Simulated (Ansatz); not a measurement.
Crystal: AlNi3.

```
CELL_PARAMETERS angstrom
0.00000 2.80189 2.80189
2.80189 0.00000 2.80189
2.80189 2.80189 0.00000
ATOMIC_POSITIONS crystal
Ni 0.75000 0.75000 0.75000
Ni 0.00000 0.00000 0.00000
Ni 0.25000 0.25000 0.25000
Al 0.50000 0.50000 0.50000
```

The cell comes from a database or a generator and needn't be the stable form of this composition.

Base run:

```yaml
Program: Ansatz 0.2.0
Functional: PBEsol
Potentials_or_basis: all-electron LAPW, non-relativistic
Cutoff: 305 eV (chosen from the basis error)
Basis_error_allowed: 0.002 eV/atom
k_mesh: 8 × 8 × 8
Occupations: fermi-dirac, width 0.05 eV
Spin: collinear spin, ferromagnetic start
Starting_moments: "[1.0, 1.0, 1.0, 0.0] μB"
```

Its results: pressure 2.4 GPa; net moment 0.00 μB per cell.

Task: The run is repeated on the same cell with these changes: potentials or basis from all-electron LAPW, non-relativistic to all-electron LAPW, scalar-relativistic. What comes out?

Result: Pressure -0.8 GPa; net moment 0.00 μB per cell.

Caveats: the starting moments weren't kept.
